**Q:** My osmium films may grow with stacking faults. If the layers don't stack as in the ordinary metal, which is lower in energy, fcc or the nine-layer stacking called 9R?

**A:** 9R, by 101 meV per atom in this r2SCAN calculation. In the table it is the row "Sm type", and fcc is the row with space group number 225. The first column names only a starting cell or a template, so the space group and the number of atoms are the better guide to what each row is. The column "over lowest" counts from the best structure in the table, which is 9R. Osmium in nature is hcp, which no row holds, so that zero isn't the ground state of the metal.

Computed structures of Os, with energies per atom relative to the lowest in the table. Ansatz 0.2.0, plane-wave PAW DFT with the r2SCAN functional, scalar-relativistic, without spin polarisation; cutoff 500 eV, Gaussian smearing 0.1 eV. Cell and atoms were relaxed at zero pressure, keeping the symmetry of the starting structure.

```
   found from  space group number  atoms in cell  volume per atom (Å³)  over lowest (meV/atom)
      Sm type                 166              3                 14.05                     0.0
database cell                 225              1                 14.07                   101.0
database cell                  14              8                 14.54                   186.0
      Ti type                 191              3                 14.41                   319.0
 changed type                 139              2                 15.87                   465.0
       W type                 223              8                 14.50                   606.0
       W type                 229              1                 14.48                   882.0
      Sn type                 191              1                 15.48                  1172.0
      Sn type                 141              2                 15.98                  1199.0
      Si type                 227              2                 20.99                  1233.0
      Ca type                 221              1                 16.37                  1559.0
```

**Q:** Both are close-packed. Where does a tenth of an electronvolt come from?

**A:** Not from the number of bonds or their average length. An atom in 9R has six neighbours within its layer at 2.73 Å and six in the adjacent layers at 2.69 Å on average. The mean of all twelve, 2.71 Å, is the distance to every neighbour in fcc. What differs is the order of the layers, and with it the slight flattening that 9R allows itself and cubic symmetry forbids.

Call a layer hexagonal if the layers above and below it sit in the same position, and cubic if they don't. The limiting cases are hcp, where every layer is hexagonal, and fcc, where every layer is cubic. 9R repeats two hexagonal layers and one cubic layer. The calculation therefore says that osmium pays for cubic layers.

**Q:** Why would an electron care about the layer after next?

**A:** Osmium is held together mainly by its d electrons, which partly fill a band of levels. The number and distance of the nearest neighbours largely set the width of that band. Where levels crowd inside it depends also on the angles between bonds and on atoms further away, and both change with the stacking. A structure gains if its levels crowd low in the filled part. In the limits of an empty or a full d band this gain vanishes, and in between the favoured structure changes with the electron count.

Standard band theory gives the sequence for the heavy transition metals: bcc near half filling, as in tungsten, then hcp for rhenium and osmium, then fcc for iridium and platinum. The table holds one element, so it agrees with this explanation but can't test the sequence.

**Q:** Does the same argument explain why bcc is so poor?

**A:** Yes. The bcc band has a deep dip in its levels near half filling. Tungsten stops at the dip, but osmium has two more electrons, which must go into costly levels above it. Here bcc lies 781 meV above fcc. The relaxation kept its cubic symmetry, so this is the price of an ideal bcc crystal, which need not be stable against distortion.

Poor packing can't be the main reason. The omega structure ("Ti type") has nearly the same volume per atom as bcc and lies 563 meV lower. Counting neighbours fails too: diamond ("Si type"), with four, lies below simple cubic ("Ca type"), with six.

**Q:** Can you put a price on a cubic layer?

**A:** Assume that each layer contributes according to its own surroundings only, and let Δ be the energy per atom of fcc above hcp. 9R, with one third of its layers cubic, then lies Δ/3 above hcp. The computed gap is what remains: 101 meV = Δ − Δ/3, so Δ is about 150 meV. hcp should then lie about 50 meV below 9R.

The two computed energies fix Δ, so they can't also test the assumption. The estimate does put hcp, the structure of the real metal, at the bottom. The analysis printed below gives the bond lengths and this estimate.

**Q:** How far do you trust the order?

**A:** At the top, well. The gap between 9R and fcc is 25 times the stated numerical accuracy of 4 meV per atom. The error of the functional can't be read from a single functional, and spin–orbit coupling is left out. Both should largely cancel between two structures with the same neighbours at the same mean distance.

I trust the order less among the open structures. Simple hexagonal, beta-tin and diamond follow one another in steps of only 27 and 34 meV. Their bonding differs much more, so errors have less reason to cancel, and another functional could reorder them. The calculation was also made without spin polarisation, so magnetism in the open structures is untested.

**Q:** What would put fcc below 9R?

**A:** Heat could do it only if fcc had the higher entropy. To draw level by the melting point, roughly 3300 K, it would need an advantage that averages about 0.36 k_B per atom over all temperatures up to there, where k_B is Boltzmann's constant. These energies hold for zero temperature, so a calculation of the lattice vibrations and of the thermal excitation of the electrons would have to decide that.

Chemistry is the surer route. Alloying with iridium adds electrons to the band and moves the metal towards the filling at which fcc wins.

**Q:** And what should be computed next?

**A:** hcp, with the same settings. If it lands near 50 meV below 9R, the cost of a fault in your film can be estimated by counting cubic layers. If it lands far from there, the simple count fails: layers further apart may influence each other, or the flattening may change the cost of a layer from one stacking to the next. The faults that matter to you should then be calculated directly.

Printed output of the fit:

```
Energies and steps, meV/atom:
            row  space group  over lowest  step from row before
        Sm type          166            0                   n/a
  database cell          225          101                   101
  database cell           14          186                    85
        Ti type          191          319                   133
   changed type          139          465                   146
         W type          223          606                   141
         W type          229          882                   276
        Sn type          191         1172                   290
        Sn type          141         1199                    27
        Si type          227         1233                    34
        Ca type          221         1559                   326
fcc above 9R, meV/atom: 101
same gap with the smeared free energies of the further outputs, meV/atom: 100.8
fcc-9R gap over the stated accuracy of 4 meV/atom: 25.25
smallest step between neighbouring rows, meV/atom: 27
9R: six neighbours within the layer at, A: 2.732
9R: six neighbours in adjacent layers at, A: 2.686
9R: mean of the twelve distances, A: 2.709
fcc: twelve neighbours at, A: 2.71
estimated fcc above hcp, meV/atom: 151.5
estimated hcp below 9R, meV/atom: 50.5
entropy advantage fcc needs over 9R at about 3300 K, kB per atom: 0.3552
number of structures between 14.40 and 14.55 A3 per atom: 4
their spread in energy, meV/atom: 696
omega below bcc, meV/atom: 563
bcc above fcc, meV/atom: 781
diamond below simple cubic, meV/atom: 326
diamond: four neighbours at, A: 2.389
simple cubic: six neighbours at, A: 2.539
```
